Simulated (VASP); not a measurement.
A run of VASP 6.6.1 is set up as follows.

File INCAR:

```
ALGO     = Fast           # electronic algorithm
EDIFF    = 1E-6           # SCF threshold, eV
ENCUT    = 520            # plane-wave cutoff, eV
GGA      = PE             # functional
ISIF     = 2              # what is computed and relaxed
ISMEAR   = 0              # smearing method
LASPH    = True           # aspherical terms in the spheres
LCHARG   = False          # write CHGCAR
LREAL    = False          # projectors in reciprocal space
LWAVE    = False          # write WAVECAR
NBANDS   = 29             # bands
NELM     = 60             # most SCF steps
PREC     = Accurate       # precision mode
SIGMA    = 0.1            # smearing width, eV
```

KPOINTS

```
k-points
0
Gamma
  4 2 4
```

The input POSCAR:

```
ZrSi2
1.0
    3.7423390000     -0.0376670000      0.0375710000
    1.9451360000     -7.5804360000     -0.0081140000
   -0.0370660000     -0.0135140000     -3.6175230000
Zr Si
2 4
Direct
    0.0642820531      0.8254798104      0.7565351203
    0.8852152781      0.2142115656      0.2685017650
    0.7488106095      0.4893902686      0.7082980953
    0.2025136576      0.5198014182      0.2642100608
    0.3281394013      0.2617398295      0.8041991076
    0.6217269432      0.7756417635      0.2089436185
```

Potentials or basis: VASP PAW PBE potentials, release 64 (Zr_sv, Si).

Launch:

```console
$ cat potpaw_PBE.64/Zr_sv/POTCAR potpaw_PBE.64/Si/POTCAR > POTCAR
$ mpirun -np 1 vasp_std > vasp.out
```

Problem. Predict the pressure.

Solution. 8.0 GPa.

Problem. Predict the band gap on the k mesh.

Solution. None (metal or under the smearing width).

Problem. Estimate the largest force.

Solution. 2.673 eV/Å.

Stress tensor (GPa, compression positive):
```
12.39 -1.31  1.06
-1.31 -4.65 -1.03
 1.06 -1.03 16.27
```

Caveat: the k mesh is coarse (spacing up to 0.43 Å⁻¹), so the values aren't converged; forces of over 1 eV/Å show positions far from the minimum, so gaps and moduli don't describe the material at rest.
